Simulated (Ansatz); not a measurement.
Results of LDA in Ansatz (plane waves, PAW) for tetradymite Sb2Te3.

Numerical settings: plane-wave cutoff 520 eV, 10×10×10 k mesh, Fermi–Dirac smearing 0.01 eV, scalar-relativistic PAW data made under PBE.

Energies at three volumes about the minimum:

```tsv
V (Å³/atom)	E − E_lowest (meV/atom)
30.111	1.78
30.726	0.00
31.340	1.62
```

Question: Fit a parabola by hand: where is the minimum, and what is the bulk modulus?

Answer: Slopes: (0.00 − 1.78)/(30.726 − 30.111) = -2.894 and (1.62 − 0.00)/(31.340 − 30.726) = 2.638 meV/Å³. Curvature E″ = 2 × (2.638 − (-2.894))/(31.340 − 30.111) = 9.002 meV/Å⁶. From the middle of the first interval, the slope vanishes at V0 = 30.4185 − (-2.894)/9.002 = 30.740 Å³/atom. B = V0 E″ = 30.740 × 9.002 meV/Å³ × 0.1602 GPa per meV/Å³ = 44.3 GPa. The full Birch–Murnaghan fit to all volumes gives V0 = 30.721 Å³/atom and B0 = 43.8 GPa.

Shape and atoms are relaxed at each volume.

Measured, for comparison: bulk modulus 36.1 ± 0.9 GPa (temperature not stated, not corrected to a static lattice; as tabulated in Sans et al. (2019), arXiv:1907.08317). Computed less measured: bulk modulus +21 % (against room or unstated temperature, where such soft solids are markedly softer).

Note: this level leaves the solid without a gap, although one is measured.

Ansatz is a program for electronic structure.
